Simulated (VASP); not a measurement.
Pt, 8 atoms in the cell. It takes space group Fm-3m (No. 225, cubic). The conventional cell has a = 3.922 Å, b = 3.922 Å, c = 3.922 Å, α = 90.00°, β = 90.00°, γ = 90.00°. Pt (site symmetry m-3m) is surrounded by 12 Pt at 2.77 Å. 

```yaml
Program: VASP 6.6.1
Task: core levels
Functional: PBEsol
Potentials_or_basis: VASP PAW PBE potentials, release 64 (Pt)
Cutoff: 520 eV
k_mesh: 7 × 7 × 7
Occupations: methfessel-paxton, width 0.1 eV
Spin: no spin polarisation
Further_INCAR_settings: ALGO = Normal; EDIFF = 1e-06
```

Potentials or basis: VASP PAW PBE potentials, release 64 (Pt).

Launch:

```console
$ cat potpaw_PBE.64/Pt/POTCAR > POTCAR
$ mpirun -np 4 vasp_std > vasp.out
```

Hardware: 4 MPI ranks on Intel(R) Xeon(R) Platinum 8488C (Sapphire Rapids), on a shared host.

Problem. How long does it take, and how much memory?

Solution. Wall time 31 s on 4 MPI ranks on Intel(R) Xeon(R) Platinum 8488C (Sapphire Rapids), on a shared host, peak memory 0.28 GiB a rank. Counts: scf iterations 12, k points 20.
